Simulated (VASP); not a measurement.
**LiF in VASP 6.6.1, single-point calculation**

INCAR

```
ENCUT = 520
NBANDS = 12
IBRION = -1
ISMEAR = 0
LASPH = .TRUE.
PREC = Accurate
EDIFF = 1E-9
ALGO = Normal
LWAVE = .FALSE.
LREAL = .FALSE.
METAGGA = R2SCAN
SIGMA = 0.01
LCHARG = .FALSE.
ISIF = 2
NSW = 0
NELM = 83
```

KPOINTS

```
KPOINTS created by Atomic Simulation Environment
0
Gamma
10 10 10
0 0 0
```

POSCAR

```
Li F
 1.0000000000000000
    -0.0670353019000000    2.0000507985999998    2.0000507985999998
     2.0000507985999998   -0.0670353019000000    2.0000507985999998
     2.0000507985999998    2.0000507985999998   -0.0670353019000000
 Li  F
   1   1
Cartesian
  0.0000000000000000  0.0000000000000000  0.0000000000000000
  1.9665331476499994  1.9665331476499994  1.9665331476499994
```

The recommended PBE PAW datasets give the neutral cell 10 valence electrons.

Command

```
mpirun -np 1 vasp_std
```

OSZICAR

```
N       E                     dE             d eps       ncg     rms          rms(c)
DAV:   1     0.281502203508E+02    0.28150E+02   -0.55115E+03  2872   0.864E+02
DAV:   2    -0.137988025990E+02   -0.41949E+02   -0.40858E+02  3352   0.192E+02
DAV:   3    -0.149469590283E+02   -0.11482E+01   -0.11449E+01  3844   0.279E+01
DAV:   4    -0.149573598812E+02   -0.10401E-01   -0.10400E-01  3180   0.284E+00
DAV:   5    -0.149574873673E+02   -0.12749E-03   -0.12749E-03  3832   0.228E-01    0.390E+00
DAV:   6    -0.118758727133E+02    0.30816E+01   -0.71126E-01  2852   0.604E+00    0.150E+00
DAV:   7    -0.118782790530E+02   -0.24063E-02   -0.45842E-01  3372   0.470E+00    0.120E+00
DAV:   8    -0.120067115603E+02   -0.12843E+00   -0.99823E-01  3052   0.678E+00    0.255E+00
DAV:   9    -0.118792785740E+02    0.12743E+00   -0.65706E-01  2956   0.517E+00    0.959E-02
DAV:  10    -0.118785762460E+02    0.70233E-03   -0.53553E-03  3276   0.756E-01    0.106E-01
DAV:  11    -0.118785763876E+02   -0.14168E-06   -0.77841E-05  3196   0.913E-02    0.696E-02
DAV:  12    -0.118785049725E+02    0.71415E-04   -0.54054E-04  3180   0.152E-01    0.402E-03
DAV:  13    -0.118785055073E+02   -0.53480E-06   -0.43166E-06  3424   0.200E-02    0.158E-03
DAV:  14    -0.118785061244E+02   -0.61704E-06   -0.95517E-08  3556   0.287E-03    0.747E-04
DAV:  15    -0.118785058215E+02    0.30285E-06   -0.63934E-08  3252   0.184E-03    0.963E-05
DAV:  16    -0.118785057596E+02    0.61905E-07   -0.10622E-09  2764   0.278E-04    0.254E-05
DAV:  17    -0.118785057253E+02    0.34323E-07   -0.59443E-11  1660   0.759E-05    0.519E-06
DAV:  18    -0.118785057345E+02   -0.91941E-08   -0.67015E-12  1548   0.246E-05    0.222E-06
DAV:  19    -0.118785057373E+02   -0.28418E-08   -0.19072E-12  1488   0.763E-06    0.302E-07
DAV:  20    -0.118785057375E+02   -0.20600E-09   -0.72800E-13  1456   0.219E-06
   1 F= -.11878506E+02 E0= -.11878506E+02  d E =0.000000E+00
```

From OUTCAR

```
k-points           NKPTS =    116   k-points in BZ     NKDIM =    116   number of bands    NBANDS=     12

   NELECT =      10.0000    total number of electrons

   dimension x,y,z NGX =    24 NGY =   24 NGZ =   24
   dimension x,y,z NGXF=    48 NGYF=   48 NGZF=   48

  energy-cutoff  :      520.00
  volume of cell :       16.81
      direct lattice vectors                 reciprocal lattice vectors
    -0.067035302  2.000050799  2.000050799    -0.237763674  0.246009112  0.246009112
     2.000050799 -0.067035302  2.000050799     0.246009112 -0.237763674  0.246009112
     2.000050799  2.000050799 -0.067035302     0.246009112  0.246009112 -0.237763674

 k-points in reciprocal lattice and weights: KPOINTS created by Atomic Simulation Env
   0.00000000  0.00000000  0.00000000       0.001
   0.10000000  0.00000000  0.00000000       0.006
   0.20000000  0.00000000  0.00000000       0.006
   0.30000000  0.00000000 -0.00000000       0.006
   0.40000000  0.00000000 -0.00000000       0.006
   0.50000000  0.00000000  0.00000000       0.003
   0.10000000  0.10000000  0.00000000       0.006
   0.20000000  0.10000000  0.00000000       0.012
   ...

 E-fermi :  -1.3452

 k-point     1 :       0.0000    0.0000    0.0000
  band No.  band energies     occupation
      1     -43.9420      2.00000
      2     -22.8193      2.00000
      3      -1.8757      2.00000
      4      -1.8757      2.00000
      5      -1.6324      2.00000
      6       8.1901      0.00000
      7      22.8554      0.00000
      8      22.8554      0.00000
      9      23.6719      0.00000
     10      23.6719      0.00000
     11      24.0365      0.00000
     12      24.5818      0.00000

 k-point     2 :       0.1000    0.0000    0.0000
  band No.  band energies     occupation
      1     -43.9375      2.00000
      2     -22.7865      2.00000
      3      -2.1237      2.00000
      4      -1.8928      2.00000
      5      -1.6763      2.00000
      6       8.4710      0.00000
      7      20.2552      0.00000
      8      22.0151      0.00000
      9      22.7929      0.00000
     10      24.2216      0.00000
     11      25.0880      0.00000
     12      25.5129      0.00000

 k-point     3 :       0.2000    0.0000    0.0000
  band No.  band energies     occupation
      1     -43.9254      2.00000
      2     -22.6965      2.00000
      3      -2.7614      2.00000
      4      -1.9366      2.00000
      5      -1.7489      2.00000
      6       9.1126      0.00000
      7      17.8367      0.00000
      8      20.6358      0.00000
      9      21.2919      0.00000
     10      25.3482      0.00000
     11      26.0269      0.00000
     12      26.8715      0.00000

 k-point     4 :       0.3000    0.0000   -0.0000
  band No.  band energies     occupation
      1     -43.9104      2.00000
      2     -22.5817      2.00000
      3      -3.4820      2.00000
      4      -1.9888      2.00000
      5      -1.8268      2.00000
      6       9.6761      0.00000
      7      16.3900      0.00000
      8      19.4150      0.00000
      9      20.0351      0.00000
     10      26.9376      0.00000
     11      27.3692      0.00000
     12      28.5008      0.00000

 ...

  Total       -0.5055267     -0.5055267     -0.5055267      0.2063849      0.2063849      0.2063849
  in kB      -48.1954800    -48.1954800    -48.1954800     19.6761483     19.6761483     19.6761483
  external PRESSURE =     -48.1954800 kB  Pullay stress =       0.0000000 kB

 POSITION                                       TOTAL-FORCE (eV/Angst)
 -----------------------------------------------------------------------------------
      0.00000      0.00000      0.00000        -0.000000     -0.000000     -0.000000
      1.96653      1.96653      1.96653         0.000000      0.000000      0.000000
 -----------------------------------------------------------------------------------
    total drift:                               -0.000000     -0.000000      0.000000

  FREE ENERGIE OF THE ION-ELECTRON SYSTEM (eV)
  ---------------------------------------------------
  free  energy   TOTEN  =       -11.8785057375 eV

  energy  without entropy=      -11.8785057375  energy(sigma->0) =      -11.87850574
```

It converged. Results: gap between bands v and c on the k mesh 9.82 eV; least direct gap on the k mesh 9.82 eV; pressure -4.8 GPa. Band v is the last that the valence electrons fill when counted band by band, and c is the next.

For comparison, a separate r²SCAN run of the intended cell, on usual settings and not on those above, gives a gap of 9.82 eV on its mesh and a pressure of -4.8 GPa.

The run above took about 86 s on one core of a shared host (Intel Xeon Platinum 8488C) and held 0.15 GiB at most.
